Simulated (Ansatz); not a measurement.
The reference is LaAlO3 in the cubic perovskite structure (space group Pm-3m, No. 221; a = 3.812 Å).

Computed with Ansatz (a quantum-chemistry and plane-wave program) PBE, no SOC.

For the base:

The band gap is 3.50 eV. The volume per atom is 11.08 Å³. The gap character comes out as indirect, R → Γ.

One thing is altered: a hydrostatic pressure of 60 GPa.

Predict the new band gap.

The band gap increases by 0.21 eV to 3.71 eV.

What happens to the volume per atom?

The volume per atom decreases by 2.04 Å³ to 9.04 Å³.

What happens to the gap character?

The gap character goes from indirect, R → Γ to direct at Γ.

Load acts through the strain it causes; cell and atoms are relaxed under it. Stability against distortions was not tested. No other phases were tried under pressure. Many cubic perovskites are stable only at high temperature; tilts and polar distortions were not tested.
